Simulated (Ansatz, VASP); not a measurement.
# Si54BN71 (B_N) in two plane-wave programs, part 2 of 3

Aim: how closely do two programs agree when they are given the same cell, functional and k mesh? Of the first pair: The structure shown is the start of the Ansatz relaxation below; VASP solves that cell, so the two are compared at the walk's first step.

VASP 6.6.1 and Ansatz 0.2.0.

So far: Starting point; Ansatz: relaxation, PBEsol.

## 3. VASP: single point, PBEsol, start cell, pair 1

Level of this step: PBEsol, spin-polarised from a ferromagnetic start; plane waves and PAW (Si, N, B) (VASP).

The same cell, functional and mesh now go to VASP, with its own data sets.

Lines of VASP's logs that name or quote its potential files are left out, and so is its time.

File INCAR:

```
SYSTEM = Si54BN71
PREC = Accurate
ENCUT = 520
EDIFF = 1E-06
NELM = 200
ISMEAR = 0
SIGMA = 0.01
LREAL = Auto
ALGO = Normal
GGA = PS
NBANDS = 384
ISPIN = 2
MAGMOM = 0 0 0 0 0 -0 0 0 0 -0 0 0 0 0 0 0 0 0 -0 0 0 -0 0 -0 -0 -0 0 0 -0 -0 0 0.01 0 0 0.03 0 0 0 0 0 0 0 -0 0 0 0 -0 0 0 0 -0 0 0.01 0 0.01 0 0 0 0 0.02 0 0 0.01 0 0 0 0 0 0 0 0 0 0 0 0 0 0.03 0 0 0.03 0 0 0 0.1 0 0 0 0 0.02 0 0 0.01 0 0 0 0 0 0 0.05 0 0 0 0 0 0 0 0.04 0 -0 0 0 0.02 0 0 0.07 0 0 0 0 0 0 0.02 0 0.03 0 0.41
LORBIT = 11
LWAVE = .FALSE.
LCHARG = .FALSE.
ISIF = 2
ISYM = 0
NUPDOWN = 2
LASPH = .TRUE.
GGA_COMPAT = .FALSE.
NCORE = 4
```

File POSCAR:

```
Si54BN71
1.0
   11.4366858822      6.6029736727      0.0000000000
  -11.4366858822      6.6029736727      0.0000000000
    0.0000000000      0.0000000000      8.7307673276
Si N B
54 71 1
Direct
    0.0223580794      0.8084170035      0.2542844079
    0.3547265135      0.4738653107      0.2448580886
[... 9 atom lines left out ...]
    0.8625814707      0.5450467375      0.2471008468
[... 1 atom line left out ...]
    0.4516773379      0.3104267154      0.2535528570
[... 2 atom lines left out ...]
    0.6451160604      0.5275283244      0.0876196755
[... 2 atom lines left out ...]
    0.3552071220      0.4714239189      0.5816755629
[... 2 atom lines left out ...]
    0.5445002869      0.6835406537      0.4121428123
[... 2 atom lines left out ...]
    0.4743990177      0.1238234190      0.4201134748
    0.8035263214      0.7852737435      0.4125569798
    0.1977553276      0.2146765758      0.5826265675
[... 1 atom line left out ...]
    0.8614618838      0.5501254497      0.5807545671
[... 1 atom line left out ...]
    0.4497907254      0.3128000783      0.5812613954
[... 2 atom lines left out ...]
    0.6447213981      0.5227339610      0.4187468137
[... 2 atom lines left out ...]
    0.3487537512      0.4724000605      0.9175822353
[... 2 atom lines left out ...]
    0.5493307015      0.6865350469      0.7537068339
    0.8804301549      0.3557086524      0.7457881714
[... 1 atom line left out ...]
    0.4725712543      0.1230744646      0.7466354050
    0.8027426138      0.7869668898      0.7505354059
[... 2 atom lines left out ...]
    0.8596453061      0.5430215012      0.9200585354
[... 1 atom line left out ...]
    0.4554822055      0.3124846609      0.9126521989
[... 2 atom lines left out ...]
    0.6496986204      0.5291887092      0.7456647000
[... 2 atom lines left out ...]
    0.3340335312      0.3300751292      0.2485276401
[... 3 atom lines left out ...]
    0.6680082821      0.6703762758      0.0862626355
[... 7 atom lines left out ...]
    0.4587411474      0.2417845898      0.0799693743
[... 8 atom lines left out ...]
    0.5762757019      0.4493582527      0.2499122836
[... 1 atom line left out ...]
    0.9987065834      0.6673864859      0.5782683023
    0.3293389949      0.3314167821      0.5810084967
[... 3 atom lines left out ...]
    0.6697161749      0.6709041939      0.4167235093
    0.2105918320      0.4557221983      0.5875533968
    0.5433450994      0.1236549855      0.5845785151
    0.8761160823      0.7876064380      0.5855848413
[... 1 atom line left out ...]
    0.4229068838      0.5446050763      0.4215872285
    0.7562604385      0.2167166350      0.4150739407
[... 1 atom line left out ...]
    0.4549170000      0.2457597298      0.4172979148
[... 1 atom line left out ...]
    0.2123919337      0.0940705936      0.5860873172
    0.5462402671      0.7569245532      0.5872316610
    0.8806743456      0.4246546512      0.5810316333
[... 2 atom lines left out ...]
    0.7836358510      0.5444475906      0.4188493248
[... 3 atom lines left out ...]
    0.3362651308      0.3323769415      0.9188169492
[... 3 atom lines left out ...]
    0.6701239108      0.6705087251      0.7485616962
[... 4 atom lines left out ...]
    0.4276548654      0.5497429435      0.7484056962
    0.7567978543      0.2147173020      0.7446366117
[... 1 atom line left out ...]
    0.4554331640      0.2461239267      0.7489599430
[... 6 atom lines left out ...]
    0.7906829146      0.5466851316      0.7505972561
[... 1 atom line left out ...]
    0.5766593377      0.4502841784      0.9132892564
[... 1 atom line left out ...]
    0.5779199617      0.4568264024      0.5865164891
```

File KPOINTS:

```
Points of the shifted mesh
1
Reciprocal
 0.2500000000  0.2500000000  0.2500000000 1
```

The projector-augmented-wave data sets are Si, N and B (PBE family, release 64).

Run with:

```
> mpirun -np 16 vasp_std
```

Numbers of over 12 decimals in the logs are rounded to 6 here.

What it wrote:

```text
[banner, memory and clock lines left out]
running   16 mpi-ranks, on    1 nodes
[...]
|                                                                             |
|               ----> ADVICE to this user running VASP <----                  |
|                                                                             |
|     You enforced a specific xc type in the INCAR file but a different       |
|     [... a line on the potential file left out ...]
|     I HOPE YOU KNOW WHAT YOU ARE DOING!                                     |
|                                                                             |

 LDA part: xc-table for (Slater+PW92), standard interpolation
 POSCAR, INCAR and KPOINTS ok, starting setup
[...]
entering main loop
       N       E                     dE             d eps       ncg     rms          rms(c)
DAV:   1     0.268039139425E+04    0.26804E+04   -0.28269E+05  1544   0.139E+03
DAV:   2    -0.945423944186E+03   -0.36258E+04   -0.34767E+04  1880   0.298E+02
DAV:   3    -0.120629562803E+04   -0.26087E+03   -0.25852E+03  1872   0.818E+01
DAV:   4    -0.121209425436E+04   -0.57986E+01   -0.57734E+01  1928   0.125E+01
[...]
DAV:  21    -0.106964083569E+04   -0.37643E-05   -0.33182E-06  1352   0.309E-03    0.768E-03
DAV:  22    -0.106964083699E+04   -0.13035E-05   -0.24775E-06  1368   0.263E-03    0.390E-03
DAV:  23    -0.106964083705E+04   -0.54250E-07   -0.98776E-07  1096   0.146E-03
   1 F= -.10696408E+04 E0= -.10696408E+04  d E =-.726958E-04  mag=     2.0000
```

Parts of OUTCAR (step 3):

```text
 magnetization (x)
# of ion       s       p       d       tot
------------------------------------------
    1       -0.000  -0.000   0.000  -0.000
    2       -0.000   0.000   0.000   0.000
    3       -0.000  -0.000   0.000  -0.000
    4       -0.000  -0.000   0.000  -0.000
    5       -0.000  -0.000   0.000  -0.000
    6       -0.000  -0.000   0.000  -0.000
[...]
124        0.001   0.047   0.000   0.049
  125       -0.000   0.000   0.000   0.000
  126        0.018   0.419   0.000   0.438
--------------------------------------------------
tot          0.054   1.138   0.000   1.192
```

The run ends at a pressure of 2.86 GPa, with forces up to 5.6 eV/Å.

## 4. Side by side

Known differences besides the potentials themselves: VASP starts from the moments at which Ansatz ended; fixed occupations in Ansatz, narrow Gaussian smearing in VASP; the cutoff is 420 eV in Ansatz and 520 eV in VASP (PREC = Accurate, projectors in real space); Ansatz makes its cores anew for this functional, VASP keeps those of its PBE data sets. Total energies have different zeros and are not compared.

Forces on 10 of the 126 atoms, those with the largest forces and the largest differences (eV/Å; atoms numbered as in POSCAR):

```tsv
atom	Ansatz x, y, z	VASP x, y, z
Si2	0.019, -2.180, 2.987	0.015, -2.194, 3.014
Si35	-0.839, 2.449, -3.865	-0.854, 2.453, -3.870
Si53	0.626, 2.798, 4.817	0.623, 2.809, 4.826
N65	-0.140, 1.207, -2.087	-0.141, 1.225, -2.114
N84	-0.068, -2.844, -0.664	-0.050, -2.871, -0.667
N88	-0.307, 1.344, 3.047	-0.310, 1.352, 3.069
N96	-1.614, 0.693, 0.334	-1.643, 0.706, 0.338
N110	-2.820, -1.614, -0.071	-2.844, -1.628, -0.078
N118	3.150, -1.353, 0.586	3.172, -1.363, 0.584
B126	-0.470, -3.955, -0.410	-0.471, -3.964, -0.408
```

The forces differ by 9.9 meV/Å r.m.s., which is 0.9 % of the r.m.s. force of 1.166 eV/Å (both taken over all components). Moments aren't recorded for both runs of this pair, so they may hold unlike magnetic states.

## 5. Ansatz: relaxation, PBEsol

This run makes the geometry at which the two programs are then compared.

The structure compared here is the end of the Ansatz relaxation.

File input.yaml:

```yaml
crystal:
  lattice:
    - [11.43668588, 6.60297367, 0.0]
    - [-11.43668588, 6.60297367, 0.0]
    - [0.0, 0.0, 8.73076733]
  atoms:
    - { symbol: Si, position: [0.01950046, 0.80655545, 0.25] }
    - { symbol: Si, position: [0.3528338, 0.47322211, 0.25] }
    - { symbol: Si, position: [0.68616713, 0.13988878, 0.25] }
    - { symbol: Si, position: [0.21294502, 0.01950046, 0.08333333] }
    - { symbol: Si, position: [0.54627835, 0.68616713, 0.08333333] }
    - { symbol: Si, position: [0.87961168, 0.3528338, 0.08333333] }
    - { symbol: Si, position: [0.13988878, 0.45372165, 0.08333333] }
    - { symbol: Si, position: [0.47322211, 0.12038832, 0.08333333] }
    - { symbol: Si, position: [0.80655545, 0.78705498, 0.08333333] }
    - { symbol: Si, position: [0.19344455, 0.21294502, 0.25] }
    - { symbol: Si, position: [0.52677789, 0.87961168, 0.25] }
    - { symbol: Si, position: [0.86011122, 0.54627835, 0.25] }
    - { symbol: Si, position: [0.12038832, 0.6471662, 0.25] }
    - { symbol: Si, position: [0.45372165, 0.31383287, 0.25] }
    - { symbol: Si, position: [0.78705498, 0.98049954, 0.25] }
    - { symbol: Si, position: [0.31383287, 0.86011122, 0.08333333] }
    - { symbol: Si, position: [0.6471662, 0.52677789, 0.08333333] }
    - { symbol: Si, position: [0.98049954, 0.19344455, 0.08333333] }
    - { symbol: "N", position: [0.0, 0.66666667, 0.25] }
    - { symbol: "N", position: [0.33333333, 0.33333333, 0.25] }
    - { symbol: "N", position: [0.66666667, 0.0, 0.25] }
    - { symbol: "N", position: [0.0, 0.33333333, 0.08333333] }
    - { symbol: "N", position: [0.33333333, 0.0, 0.08333333] }
    - { symbol: "N", position: [0.66666667, 0.66666667, 0.08333333] }
    - { symbol: "N", position: [0.21345843, 0.45653274, 0.25] }
    - { symbol: "N", position: [0.54679176, 0.12319941, 0.25] }
    - { symbol: "N", position: [0.8801251, 0.78986608, 0.25] }
    - { symbol: "N", position: [0.09025902, 0.8801251, 0.08333333] }
    - { symbol: "N", position: [0.42359235, 0.54679176, 0.08333333] }
    - { symbol: "N", position: [0.75692569, 0.21345843, 0.08333333] }
    - { symbol: "N", position: [0.12319941, 0.57640765, 0.08333333] }
    - { symbol: "N", position: [0.45653274, 0.24307431, 0.08333333] }
    - { symbol: "N", position: [0.78986608, 0.90974098, 0.08333333] }
    - { symbol: "N", position: [0.21013392, 0.09025902, 0.25] }
    - { symbol: "N", position: [0.54346726, 0.75692569, 0.25] }
    - { symbol: "N", position: [0.87680059, 0.42359235, 0.25] }
    - { symbol: "N", position: [0.1198749, 0.21013392, 0.08333333] }
    - { symbol: "N", position: [0.45320824, 0.87680059, 0.08333333] }
    - { symbol: "N", position: [0.78654157, 0.54346726, 0.08333333] }
    - { symbol: "N", position: [0.24307431, 0.78654157, 0.25] }
    - { symbol: "N", position: [0.57640765, 0.45320824, 0.25] }
    - { symbol: "N", position: [0.90974098, 0.1198749, 0.25] }
    - { symbol: Si, position: [0.01950046, 0.80655545, 0.58333333] }
    - { symbol: Si, position: [0.3528338, 0.47322211, 0.58333333] }
    - { symbol: Si, position: [0.68616713, 0.13988878, 0.58333333] }
    - { symbol: Si, position: [0.21294502, 0.01950046, 0.41666667] }
    - { symbol: Si, position: [0.54627835, 0.68616713, 0.41666667] }
    - { symbol: Si, position: [0.87961168, 0.3528338, 0.41666667] }
    - { symbol: Si, position: [0.13988878, 0.45372165, 0.41666667] }
    - { symbol: Si, position: [0.47322211, 0.12038832, 0.41666667] }
    - { symbol: Si, position: [0.80655545, 0.78705498, 0.41666667] }
    - { symbol: Si, position: [0.19344455, 0.21294502, 0.58333333] }
    - { symbol: Si, position: [0.52677789, 0.87961168, 0.58333333] }
    - { symbol: Si, position: [0.86011122, 0.54627835, 0.58333333] }
    - { symbol: Si, position: [0.12038832, 0.6471662, 0.58333333] }
    - { symbol: Si, position: [0.45372165, 0.31383287, 0.58333333] }
    - { symbol: Si, position: [0.78705498, 0.98049954, 0.58333333] }
    - { symbol: Si, position: [0.31383287, 0.86011122, 0.41666667] }
    - { symbol: Si, position: [0.6471662, 0.52677789, 0.41666667] }
    - { symbol: Si, position: [0.98049954, 0.19344455, 0.41666667] }
    - { symbol: "N", position: [0.0, 0.66666667, 0.58333333] }
    - { symbol: "N", position: [0.33333333, 0.33333333, 0.58333333] }
    - { symbol: "N", position: [0.66666667, 0.0, 0.58333333] }
    - { symbol: "N", position: [0.0, 0.33333333, 0.41666667] }
    - { symbol: "N", position: [0.33333333, 0.0, 0.41666667] }
    - { symbol: "N", position: [0.66666667, 0.66666667, 0.41666667] }
    - { symbol: "N", position: [0.21345843, 0.45653274, 0.58333333] }
    - { symbol: "N", position: [0.54679176, 0.12319941, 0.58333333] }
    - { symbol: "N", position: [0.8801251, 0.78986608, 0.58333333] }
    - { symbol: "N", position: [0.09025902, 0.8801251, 0.41666667] }
    - { symbol: "N", position: [0.42359235, 0.54679176, 0.41666667] }
    - { symbol: "N", position: [0.75692569, 0.21345843, 0.41666667] }
    - { symbol: "N", position: [0.12319941, 0.57640765, 0.41666667] }
    - { symbol: "N", position: [0.45653274, 0.24307431, 0.41666667] }
    - { symbol: "N", position: [0.78986608, 0.90974098, 0.41666667] }
    - { symbol: "N", position: [0.21013392, 0.09025902, 0.58333333] }
    - { symbol: "N", position: [0.54346726, 0.75692569, 0.58333333] }
    - { symbol: "N", position: [0.87680059, 0.42359235, 0.58333333] }
    - { symbol: "N", position: [0.1198749, 0.21013392, 0.41666667] }
    - { symbol: "N", position: [0.45320824, 0.87680059, 0.41666667] }
    - { symbol: "N", position: [0.78654157, 0.54346726, 0.41666667] }
    - { symbol: "N", position: [0.24307431, 0.78654157, 0.58333333] }
    - { symbol: B, position: [0.57640765, 0.45320824, 0.58333333] }
    - { symbol: "N", position: [0.90974098, 0.1198749, 0.58333333] }
    - { symbol: Si, position: [0.01950046, 0.80655545, 0.91666667] }
    - { symbol: Si, position: [0.3528338, 0.47322211, 0.91666667] }
    - { symbol: Si, position: [0.68616713, 0.13988878, 0.91666667] }
    - { symbol: Si, position: [0.21294502, 0.01950046, 0.75] }
    - { symbol: Si, position: [0.54627835, 0.68616713, 0.75] }
    - { symbol: Si, position: [0.87961168, 0.3528338, 0.75] }
    - { symbol: Si, position: [0.13988878, 0.45372165, 0.75] }
    - { symbol: Si, position: [0.47322211, 0.12038832, 0.75] }
    - { symbol: Si, position: [0.80655545, 0.78705498, 0.75] }
    - { symbol: Si, position: [0.19344455, 0.21294502, 0.91666667] }
    - { symbol: Si, position: [0.52677789, 0.87961168, 0.91666667] }
    - { symbol: Si, position: [0.86011122, 0.54627835, 0.91666667] }
    - { symbol: Si, position: [0.12038832, 0.6471662, 0.91666667] }
    - { symbol: Si, position: [0.45372165, 0.31383287, 0.91666667] }
    - { symbol: Si, position: [0.78705498, 0.98049954, 0.91666667] }
    - { symbol: Si, position: [0.31383287, 0.86011122, 0.75] }
    - { symbol: Si, position: [0.6471662, 0.52677789, 0.75] }
    - { symbol: Si, position: [0.98049954, 0.19344455, 0.75] }
    - { symbol: "N", position: [0.0, 0.66666667, 0.91666667] }
    - { symbol: "N", position: [0.33333333, 0.33333333, 0.91666667] }
    - { symbol: "N", position: [0.66666667, 0.0, 0.91666667] }
    - { symbol: "N", position: [0.0, 0.33333333, 0.75] }
    - { symbol: "N", position: [0.33333333, 0.0, 0.75] }
    - { symbol: "N", position: [0.66666667, 0.66666667, 0.75] }
    - { symbol: "N", position: [0.21345843, 0.45653274, 0.91666667] }
    - { symbol: "N", position: [0.54679176, 0.12319941, 0.91666667] }
    - { symbol: "N", position: [0.8801251, 0.78986608, 0.91666667] }
    - { symbol: "N", position: [0.09025902, 0.8801251, 0.75] }
    - { symbol: "N", position: [0.42359235, 0.54679176, 0.75] }
    - { symbol: "N", position: [0.75692569, 0.21345843, 0.75] }
    - { symbol: "N", position: [0.12319941, 0.57640765, 0.75] }
    - { symbol: "N", position: [0.45653274, 0.24307431, 0.75] }
    - { symbol: "N", position: [0.78986608, 0.90974098, 0.75] }
    - { symbol: "N", position: [0.21013392, 0.09025902, 0.91666667] }
    - { symbol: "N", position: [0.54346726, 0.75692569, 0.91666667] }
    - { symbol: "N", position: [0.87680059, 0.42359235, 0.91666667] }
    - { symbol: "N", position: [0.1198749, 0.21013392, 0.75] }
    - { symbol: "N", position: [0.45320824, 0.87680059, 0.75] }
    - { symbol: "N", position: [0.78654157, 0.54346726, 0.75] }
    - { symbol: "N", position: [0.24307431, 0.78654157, 0.91666667] }
    - { symbol: "N", position: [0.57640765, 0.45320824, 0.91666667] }
    - { symbol: "N", position: [0.90974098, 0.1198749, 0.91666667] }
  host:
    repeats: [1, 1, 3]
    atoms:
      - { symbol: Si, position: [0.01950046, 0.80655545, 0.75] }
      - { symbol: Si, position: [0.3528338, 0.47322211, 0.75] }
      # ... 40 more atoms of the perfect host
basis:
  ecutwfc: 420
  xc_grid: 2
hamiltonian:
  xc: pbesol
  pseudopotentials: { kind: paw, azcp: { folder: soft_1 }, xc_functional: pbe }
kpoints:
  mp_grid: { grid: [1, 1, 1], shift: [0.25, 0.25, 0.25] }
magnetization:
  spin_polarized: true
  initial_magnetization: 2
  spin_locking: { lock_magnetization: hard }
scf:
  occupations: { method: fixed }
  max_iter: 80
output:
  forces: true
  charged_corrections:
    epsilon: [4.29, 4.29, 4.37]
    static_epsilon: [8.29, 8.29, 8.25]
    defect_position: [0.576408, 0.453208, 0.583333]
relax:
  f_tol: 0.02
  max_steps: 80
  random_displacement: { amplitude: 0.05, seed: 8599 }
checkpoint:
  write: "../q0_M2.relax.run"
  compress: false
  write_wavefunctions: true
  write_every: 100000
```

Run with:

```
> ansatz run input.yaml --threads 4 --pin off --max-ram 15073MiB --backend cpu --events-out ev --progress --plain --runs-dir out
```

What it wrote:

```text
[...]
Crystal: 126 atoms, lattice volume = 1318.628 Å³
Basis set: ecut = 420 eV, 25805 PW (Γ), exchange–correlation on 180×180×120 points (8 copies of the dense FFT grid, shifted against one another)
Bands: 414, of which v1, the nominal top of the filled ones, is band 287 counted from 1 (286 counted from 0)
Symmetry: 1 space group operations
k-points: 1
[...]
Starting moments: Σ|m| = 2 μB on 126 of 126 sites
[...]
- { symbol: Si, position: [0.471290, 0.116774, 0.414095] }
[...]
- { symbol: B, position: [0.567305, 0.450796, 0.588411] }
[...]
- { symbol: Si, position: [0.787001, 0.981656, 0.917856] }
    - { symbol: Si, position: [0.314099, 0.858943, 0.750178] }
    - { symbol: Si, position: [0.654670, 0.534396, 0.758075] }
    - { symbol: Si, position: [0.978627, 0.193755, 0.751158] }
[...]
- { symbol: N, position: [0.793382, 0.550110, 0.754183] }
    - { symbol: N, position: [0.244756, 0.786383, 0.917385] }
    - { symbol: N, position: [0.579085, 0.453827, 0.920101] }
    - { symbol: N, position: [0.908283, 0.121175, 0.918095] }
```

(Part 2 of 3 ends here.)

[Lines on the potential files, build, host, timing and source positions are cut from VASP's logs without a mark.]

[Logs are printed without paths, hosts, clocks, repeated set-up lines and the standing remarks that a program may print on its own settings, such as how far it seeks lower states.]

[Hosts, paths, dates, database ids (printed as entryN), source tags and the programs' standing remarks are cut or masked in the printed files.]
